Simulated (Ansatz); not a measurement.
BaSnO3:
```xyz
5
Lattice="4.0827 0.0000 0.0000 0.0000 4.0827 0.0000 0.0000 0.0000 4.0827" Properties=species:S:1:pos:R:3 pbc="T T T"
Ba     0.0000     0.0000     0.0000
Sn     2.0414     2.0414     2.0414
O      0.0000     2.0414     2.0414
O      2.0414     2.0414     0.0000
O      2.0414     0.0000     2.0414
```

Relaxed with LDA.

Q: Give the optical modes at the zone centre with their infrared and Raman activity from DFPT, the program Ansatz at the LDA level (PAW).

A: Transverse frequencies, without the LO–TO term; a row sums one degenerate level.

| ω (cm⁻¹) | degeneracy | IR ((D/Å)²/amu) | Raman (Å⁴/amu) | activity | symmetry |
|---|---|---|---|---|---|
| 128 | 3 | 10.07 | 0 | IR | T1u |
| 206 | 3 | 0.00 | 0 | silent | T2u |
| 228 | 3 | 43.63 | 0 | IR | T1u |
| 639 | 3 | 42.31 | 0 | IR | T1u |

Q: How high does the top mode go among those that the LO–TO term moves?

A: 728 cm⁻¹ for q along x.

Space group Pm-3m (cubic perovskite). The LDA relaxation kept the symmetry of its start; phonons on a q-mesh show no instability. Spin–orbit coupling is left out wherever it is not named.

Potentials: the later of the program's two PAW sets.
